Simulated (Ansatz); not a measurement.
# Pb: the cost of one run

Method: DFT PBEsol, scalar-relativistic, plane waves, PAW, in Ansatz 0.2.0.

2 further runs of the same task are left out: 2 set aside as unsound or not needed.

### Step 1. Starting point

The structure is hexagonal, space group P6_3/mmc (No. 194). The conventional cell has a = 2.459 Å, b = 2.459 Å, c = 7.293 Å, α = 90.00°, β = 90.00°, γ = 120.00°. C (site symmetry -6m2) has 3 C at 1.42 Å as nearest neighbours.

As a file:

```xyz
4
Lattice="2.4589 0.0000 0.0000 -1.2294 2.1295 0.0000 0.0000 0.0000 7.2934" Properties=species:S:1:pos:R:3 pbc="T T T"
C     0.0000    0.0000    1.8234
C     0.0000    0.0000    5.4701
C     0.0000    1.4196    1.8234
C     1.2294    0.7098    5.4701
```

It goes back to an entry of the Materials Project.

This cell was relaxed beforehand with the same method: volume 9.55 Å³/atom, gap on the mesh none (metal).

### Step 2. Swap C → Pb

Pb starts from the relaxed positions of C, with all lengths scaled by 1.524, a guess from tabulated radii.

### Step 3. Probe: one point at the start (Pb)

File input.yaml:

```yaml
crystal:
  lattice:
    - [3.7469721922, 0.0, 0.0]
    - [-1.8734860961, 3.2449731057, 0.0]
    - [0.0, 0.0, 11.1139939756]
  atoms:
    - { symbol: Pb, position: [0.0, 0.0, 0.25] }
    - { symbol: Pb, position: [0.0, 0.0, 0.75] }
    - { symbol: Pb, position: [0.3333333333, 0.6666666667, 0.25] }
    - { symbol: Pb, position: [0.6666666667, 0.3333333333, 0.75] }
basis:
  ecutwfc: 420
kpoints:
  mp_grid: { grid: [6, 6, 2] }
hamiltonian:
  xc: pbesol
scf:
  occupations: { method: gaussian, width: 0.1 }
output:
  forces: true
  stress: true
  eigenvalues: true
```

Command:

```bash
ansatz run input.yaml --threads 1 --pin off --max-ram 2560MiB --backend cpu --events-out ev --progress --plain --runs-dir out
```

What time and memory should one allow on 1 thread of Intel Xeon Platinum 8259CL at 2.50GHz (Skylake/Cascade Lake), shared host?

About 5.6 s, with a peak of 0.44 GiB.
